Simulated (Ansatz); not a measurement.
**Is this LiCl structure a true minimum?**

The cell was found from a structure generator's guess, not taken from experiment.

Level of theory: DFT PBE, scalar-relativistic, plane waves, PAW in Ansatz. Settings: cutoff 420 eV, Γ-centred mesh 6×6×6 on the computed 8-atom cell, Gaussian smearing of 0.02 eV; no spin polarisation.

The cell below (8 atoms, space group I4/mcm (No. 140)) is relaxed within its symmetry.

```yaml
crystal:
  lattice:
    - [-4.16974, 4.16974, 2.59348]
    - [4.16974, -4.16974, 2.59348]
    - [4.16974, 4.16974, -2.59348]
  atoms:
    - { symbol: Li, position: [0.14230, 0.64230, 0.78459] }
    - { symbol: Li, position: [0.85770, 0.35770, 0.21541] }
    - { symbol: Li, position: [0.35770, 0.14230, 0.50000] }
    - { symbol: Li, position: [0.64230, 0.85770, 0.50000] }
    - { symbol: Cl, position: [0.84848, 0.65152, 0.50000] }
    - { symbol: Cl, position: [0.15152, 0.34848, 0.50000] }
    - { symbol: Cl, position: [0.65152, 0.15152, 0.80304] }
    - { symbol: Cl, position: [0.34848, 0.84848, 0.19696] }
```

For the test it was strained at random (σ = 1.5 % a component), the atoms were moved at random (σ = 0.10 Å), and all was relaxed again on a coarse 4×4×4 mesh (in the run’s order of axes) with 0.10 eV smearing, with no symmetry imposed.

**Question.** What happens?

**Answer.** It returns, within 1 meV/atom of the unmoved cell on that mesh and with the same symmetry when read at 0.1 Å (Ibam at 0.01 Å, so small strains and shifts remain). So it is stable against the distortions that fit this cell and that this random move excites. Modes that don't fit the cell aren't tested.
